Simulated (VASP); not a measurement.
Set up this calculation in VASP 6.6.1, as the native input.

```yaml
Task: single point
Functional: PBE
Potentials_or_basis: VASP PAW PBE potentials, release 64 (Cu)
Cutoff: 520 eV
k_mesh: 3 × 3 × 1
Occupations: gaussian, width 0.1 eV
Spin: no spin polarisation
Dipole_correction: no
Further_INCAR_settings: LREAL = Auto; ALGO = Fast; EDIFF = 1e-07; NBANDS = 174
```

The structure of Cu lies in POSCAR:

```
Cu
1.0
    7.7003928471      0.0000000000      0.0000000000
    0.0000000000      7.7003928471      0.0000000000
    0.0000000000      0.0000000000     15.6300000000
Cu
28
Direct
    0.0000000000      0.0000000000      0.3838771593
    0.3333333832      0.0000000000      0.3838771593
    0.6666666366      0.0000000000      0.3838771593
    0.0000000000      0.3333333832      0.3838771593
    0.3333333832      0.3333333832      0.3838771593
    0.6666666366      0.3333333832      0.3838771593
    0.0000000000      0.6666666366      0.3838771593
    0.3333333832      0.6666666366      0.3838771593
    0.6666666366      0.6666666366      0.3838771593
    0.1666903268      0.1666785092      0.4963409469
    0.4988514322      0.1666709771      0.4964056302
    0.8345382018      0.1666685097      0.4964303903
    0.1666740938      0.4988377965      0.4964117083
    0.4992645280      0.4992729691      0.4963841331
    0.8340944582      0.4992134916      0.4964294946
    0.1666716264      0.8345237870      0.4964241203
    0.4992323218      0.8340756280      0.4964075496
    0.8341173142      0.8341257553      0.4964501599
   -0.0027659628     -0.0027641447      0.6116732566
    0.3361727189     -0.0028473872      0.6116151631
    0.6666778049      0.0008371001      0.6090744082
   -0.0028020648      0.3361285653      0.6116454894
    0.3362306380      0.3362336249      0.6115818938
    0.6666874148      0.3325236843      0.6090614203
    0.0008512553      0.6666698832      0.6090810621
    0.3325369304      0.6666793632      0.6090552143
    0.6667041672      0.6666854668      0.6077195777
    0.1669165490      0.1667898022      0.7116486244
```

The cell was built by a generator and needn't be a form met in nature.

One way to write it, as run:

INCAR

```
PREC = Accurate ; ENCUT = 520
EDIFF = 1E-7 ; ISMEAR = 0
SIGMA = 0.1 ; LREAL = Auto
LASPH = T ; NELM = 100
ALGO = Fast ; ISIF = 2
LWAVE = F ; LCHARG = F
GGA = PE ; NBANDS = 174
```

KPOINTS

```
Automatic mesh
0
Gamma
  3 3 1
```

Potentials or basis: VASP PAW PBE potentials, release 64 (Cu).

The run is started by

```bash
$ cat potpaw_PBE.64/Cu/POTCAR > POTCAR
$ mpirun -np 1 vasp_std > vasp.out
```

It gave:

```yaml
Largest_force: 0.041 eV/Å
Band_gap_on_the_k_mesh: none (metal or under the smearing width)
```

Wall time 30 min on 1 thread of Intel(R) Xeon(R) Platinum 8375C CPU @ 2.90GHz (Ice Lake), on a shared host, peak memory 1.1 GiB.
